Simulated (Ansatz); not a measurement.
# Hafnium, fcc: HSE06 after PBE

How do the levels change when part of the exchange is made exact, and what does it cost? Spin polarisation is left out. The cell comes from an earlier PBE relaxation. Exact exchange is dear, so the k-mesh is coarse, and PBE is run on the same mesh for comparison.

Computed with Ansatz 0.2.0 (DFT, plane waves (420 eV) with PBE-made PAW files, scalar-relativistic; functionals as named at each step, unless a step says otherwise).

## 1. The starting structure

Symmetry: Fm-3m, No. 225, cubic system. Conventional cell: a = 4.487 Å, b = 4.487 Å, c = 4.487 Å, α = 90.00°, β = 90.00°, γ = 90.00°. Hf (site symmetry m-3m) is surrounded by 12 Hf at 3.17 Å.

As a file:

```xyz
1
Lattice="0.0000 2.2433 2.2433 2.2433 0.0000 2.2433 2.2433 2.2433 0.0000" Properties=species:S:1:pos:R:3 pbc="T T T"
Hf    0.0000    0.0000    0.0000
```

## 2. PBE, coarse mesh

The run with PBE.

input.yaml reads:

```yaml
crystal:
  lattice:
    - [0.0, 2.2433263473, 2.2433263473]
    - [2.2433263473, 0.0, 2.2433263473]
    - [2.2433263473, 2.2433263473, 0.0]
  atoms:
    - { symbol: Hf, position: [0.0, 0.0, 0.0] }
hamiltonian:
  xc: pbe
  pseudopotentials:
    kind: paw
    azcp:
      Hf: "pseudopotentials/Hf.paw.azcp"
basis:
  ecutwfc: 420
  fft_grid_basis: typed
kpoints:
  mp_grid: { grid: [6, 6, 6], shift: [0, 0, 0] }
magnetization:
  spin_polarized: false
scf:
  occupations: { method: fermi_dirac, width: 0.1 }
output:
  write_density: true
  write_potential: true
  elf: true
  volumetric_format: npy
```

Launch:

```
$ ansatz run input.yaml --threads 4 --pin off --max-ram 8192MiB --backend cpu --events-out ev --progress --plain --runs-dir out
```

What it wrote (excerpt; [...] marks lines left out):

```text
Warning: RAYON_NUM_THREADS=4 ignored (pool sized by the plan → 4); use --threads N
[...]
Pseudopotentials: kind: paw
Pseudopotential: Hf, paw, valence charge 26, recommended cutoff 420 eV (normal), <dir>
Functional definition: PBE
[...]
Crystal: 1 atoms, lattice volume = 22.579 Å³
Basis set: ecut = 420 eV, 459 PW (Γ)
Bands: 17, of which v1, the nominal top of the filled ones, is band 13 counted from 1 (12 counted from 0)
Symmetry: 48 space group operations
Space group: Fm-3m (ITA 225), of the structure as read, at distance tolerance 2.8e-5 Å
k-points: 16 of 216
[...]
SCF iter   1: F=—  HF=-15721.323969 eV  |F-HF|=—  |Δ(HF+E_count)|=         —  Δρ=3.16e-3  dr2=1.51e-3  ethr=1.77e-3  ⟨swp⟩=4.6  Hψ=1147  notcnv=0
[...]
SCF iter   7: F=-15721.323771 eV  HF=-15721.323771 eV  |F-HF|=8.00e-11  |Δ(HF+E_count)|=   5.15e-8  Δρ=9.94e-7  dr2=1.36e-10  ethr=1.47e-11  ⟨swp⟩=3.9  Hψ=818  notcnv=0
[...]
SCF converged after 7 iterations
Free energy (F): -15721.323771 eV
[...]
E sigma→0 (E₀):  -15721.296063 eV
Entropy (-TS):   -0.055415 eV (-55.415 meV/atom)
Fermi energy:    19.497853 eV
[...]
--- Band table (eV; the first three rows and the last of 16) ---
  k-point 0: bands = ["-42.2262", "-10.5093", "-10.5093", "-10.5093", "7.8066", "7.8299", "7.8299", "7.8299", "7.8997", "7.8997", "7.8997", "12.3511", "20.9092", "20.9092", "20.9092", "23.6697", "23.6697"]
[...]
```

Wall time 0.35 s (4 threads of Arm Neoverse V1, shared host); peak memory 0.27 GiB.

The maps below are laid out on this run's own conventional cell (a, b, c = 4.487, 4.487, 4.487 Å).

Density in a lattice plane of the grid's cell (edges 4.49 and 4.49 Å, at 0.000 of the third edge), which holds Hf.

Ten even steps from '0' (0.15 e/Å³) to '9' (35.53 e/Å³):
```
764200000000000000000246
432100000000000000000123
110000000000000000000001
000000000000000000000000
000000000000000000000000
000000000000000000000000
000000000001110000000000
000000000123432100000000
000000000246764200000000
000000001258985210000000
000000000246764200000000
000000000123432100000000
000000000001110000000000
000000000000000000000000
000000000000000000000000
000000000000000000000000
110000000000000000000001
432100000000000000000123
764200000000000000000246
985210000000000000001258
```
Columns run along the first of these edges and rows up along the second, over one cell in 24 and 20 even steps from the bottom left corner. Atoms in the plane (fractional): Hf at (0.00, 0.00), Hf at (0.50, 0.50).

ELF in the same plane.

Ten even steps from ' ' (0.15) to '@' (0.84):
```
@@@@@@@@**::    ::==**######**==::    ::**@@@@@@
@@@@@@##==..    ::==++++**++++==::    ..==##@@@@
%%##**==..    ..::--------------::..    ..==**##
----::..      ......          ......      ..::--
          ......                  ......        
      ......      ..::------::..      ......    
--------::..    ..==**##%%##**==..    ..::------
**++++==::    ..==##@@@@@@@@@@##==..    ::==++++
####**==::    ::**@@@@@@@@@@@@@@**::    ::==**##
%%##**==..    ::**@@@@@@%%@@@@@@**::    ..==**##
####**==::    ::**@@@@@@@@@@@@@@**::    ::==**##
**++++==::    ..==##@@@@@@@@@@##==..    ::==++++
--------::..    ..==**##%%##**==..    ..::------
      ......      ..::------::..      ......    
          ......                  ......        
----::..      ......          ......      ..::--
%%##**==..    ..::--------------::..    ..==**##
@@@@@@##==..    ::==++++**++++==::    ..==##@@@@
@@@@@@@@**::    ::==**######**==::    ::**@@@@@@
%%@@@@@@**::    ..==**##%%##**==..    ::**@@@@@@
```
Columns run along the first of these edges and rows up along the second, over one cell in 24 and 20 even steps from the bottom left corner. Atoms in the plane (fractional): Hf at (0.00, 0.00), Hf at (0.50, 0.50).

Both are smooth fields of the valence electrons: close to the nuclei they are not physical.

The highest ELF values outside the cores: 0.70 between the atoms, 2.2 Å from Hf.

## 3. HSE06 on the coarse mesh

The run with HSE06.

input.yaml, as its differences from that of step 2:

```diff
@@ -8,3 +8,3 @@
 hamiltonian:
-  xc: pbe
+  xc: hse06
   pseudopotentials:
```

Launch:

```
$ ansatz run input.yaml --threads 4 --pin off --max-ram 8192MiB --backend cpu --events-out ev --progress --plain --runs-dir out
```

What it wrote (excerpt; [...] marks lines left out):

```text
Warning: RAYON_NUM_THREADS=4 ignored (pool sized by the plan → 4); use --threads N
[...]
Pseudopotentials: kind: paw
Pseudopotential: Hf, paw, valence charge 26, recommended cutoff 420 eV (normal), <dir>
Functional definition: HSE06
[...]
Crystal: 1 atoms, lattice volume = 22.579 Å³
Basis set: ecut = 420 eV, 459 PW (Γ)
Bands: 17, of which v1, the nominal top of the filled ones, is band 13 counted from 1 (12 counted from 0)
Symmetry: 48 space group operations
Space group: Fm-3m (ITA 225), of the structure as read, at distance tolerance 2.8e-5 Å
k-points: 16 of 216
[...]
SCF iter   1: F=—  HF=-15721.324353 eV  |F-HF|=—  |Δ(HF+E_count)|=         —  Δρ=3.34e-3  dr2=1.49e-3  ethr=1.77e-3  ⟨swp⟩=5.6  Hψ=959  notcnv=0
[...]
Frozen-core exchange: fock
[...]
SCF 2 stopped early in 8 iterations: F = -15721.487931 eV  dr2 = 5.07e-6
hybrid outer 1: dexx = +1.626e-2 eV, tail = 9.61e-4 eV
[...]
Frozen-core exchange: fock
[...]
hybrid outer 2: dexx = +1.875e-6 eV, tail = 3.08e-7 eV, Δε = 9.70e-3 eV (about 6.61e-4 eV left of the loop's levels)
hybrid SCF converged: 2 outer / 11 inner (+6 warm-up), last move |dexx| = 1.88e-6 eV, tail = 3.08e-7 eV
Stability not checked: this state was not tested for a lower state beside it, because the functional holds exact exchange (a hybrid, or Hartree-Fock), whose exchange loop this test does not read (fock_operator; see scf.lower_state_search)
Free energy (F): -15721.488136 eV
Frozen-core exchange: fock
[...]
E sigma→0 (E₀):  -15721.464670 eV
Entropy (-TS):   -0.046932 eV (-46.932 meV/atom)
Fermi energy:    19.516566 eV
[...]
--- Band table (eV; the first three rows and the last of 16) ---
  k-point 0: bands = ["-45.7822", "-12.6264", "-12.6264", "-12.6264", "4.2756", "4.2969", "4.2969", "4.2969", "4.3665", "4.3665", "4.3665", "11.2222", "21.4229", "21.4229", "21.4229"]
[...]
  guard bands above this table: 2 of the run's 17 bands. The solve was not asked for them (output.publish_guard_bands: true or output.eigenvalues: true publishes all)
```

Run time: 4.5 s. Hardware: 4 threads of Arm Neoverse V1, shared host; peak memory 0.69 GiB.

## 4. Side by side

| functional | gap on the mesh | Fermi energy (eV) | SCF cycles | exchange loops | CPU time |
| --- | --- | --- | --- | --- | --- |
| PBE | none (levels filled in part) | 19.498 | 7 | - | 0.83 s |
| HSE06 | none (levels filled in part) | 19.517 | 17 | 2 | 12 s |

## 5. What came out

| quantity | value |
| --- | --- |
| PBE: gap | none (levels filled in part) |
| HSE06: gap | none (levels filled in part) |
| HSE06: SCF cycles, exchange loops | 17, 2 |
| HSE06: CPU time over that of PBE | 14 |
| HSE06: relative to hcp | +124 meV/atom |

What this shows: Both PBE and HSE06 leave levels filled in part. HSE06 cost 14 times the CPU time of PBE. HSE06 needed 2 outer loops of the exchange operator. To compare with dense-mesh energies, the change of PBE from this mesh and smearing to its dense run (+5.3 meV/atom, from a run not shown) is added. Under HSE06 it lies 124 meV/atom above hcp (computed apart in the same way); on such meshes a few tens of meV are uncertain for metals. The total energies in the logs cannot be compared from one functional to another.
